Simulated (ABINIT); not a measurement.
Runs of ABINIT 10.8.3 (patched build) on BP. Symmetry: F-43m, No. 216, cubic system. The conventional cell has a = 4.538 Å, b = 4.538 Å, c = 4.538 Å, α = 90.00°, β = 90.00°, γ = 90.00°. P (site symmetry -43m) has 4 B at 1.97 Å as nearest neighbours. Around B (site symmetry -43m) lie 4 P at 1.97 Å. 

| task | level | potentials or basis | k mesh | cutoff (eV) | fine-grid cutoff | gap on the mesh (eV) | pressure (GPa) | V0 of scaled cells (Å³/atom) | B0 (GPa) |
| --- | --- | --- | --- | --- | --- | --- | --- | --- | --- |
| single point | LDA | JTH PAW LDA v2.0 | 6 × 6 × 6 | 544 | 1088.46 eV | 1.30 | -5.2 | - | - |
| band structure | BLYP | PseudoDojo NC SR PBE v0.4.1 standard | 10 × 10 × 10 | 1034 | - | 1.52 | 7.1 | - | - |
| equation of state | LDA | JTH PAW LDA v2.0 | 10 × 10 × 10 | 544 | 1088.46 eV | - | - | 11.33 | 176 |
| band structure | WC | JTH PAW PBE v2.0 | 10 × 10 × 10 | 544 | 1088.46 eV | 1.16 | -1.8 | - | - |
| equation of state | SOGGA | PseudoDojo NC SR PBEsol v0.4.1 standard | 10 × 10 × 10 | 1034 | - | - | - | 11.44 | 173 |
| equation of state | LDA | JTH PAW LDA v2.0 | 10 × 10 × 10 | 408 | 816.342 eV | - | - | (b) | 176 |
| band structure | OLYP | JTH PAW PBE v2.0 | 10 × 10 × 10 | 544 | 1088.46 eV | 1.31 | 0.0 | - | - |
| equation of state | OLYP | JTH PAW PBE v2.0 | 10 × 10 × 10 | 544 | 1088.46 eV | - | - | 11.70 | 161 |
| equation of state | LDA-VWN | PseudoDojo NC SR LDA v0.4.1 standard | 10 × 10 × 10 | 1034 | - | - | - | 11.29 | 175 |
| band structure | LDA | PseudoDojo NC SR LDA v0.4.1 standard | 10 × 10 × 10 | 1034 | - | 1.20 | (a) | - | - |
| equation of state | PBEsol | PseudoDojo NC SR PBEsol v0.4 stringent | 10 × 10 × 10 | 1034 | - | - | - | 11.55 | 169 |
| band structure | r2SCAN | JTH PAW PBE v2.0 | 10 × 10 × 10 | 653 | 1251.72 eV | 1.45 | -0.4 | - | - |

Alike in all rows: no spin polarisation; cell as given; smearing fermi-dirac 0.05 eV.

Q: Estimate the missing entries.

A: (a) -5.6; (b) 11.35.

Caveats: pressures at fixed basis lie under the slope of the energies (some runs); the PAW data sets were made with another functional, which shifts forces and pressure a little (some runs); the potentials were made for another functional, which shifts forces and pressure (some runs).

A k mesh can miss the band edges.

Runs at the PBE level aren't shown here.
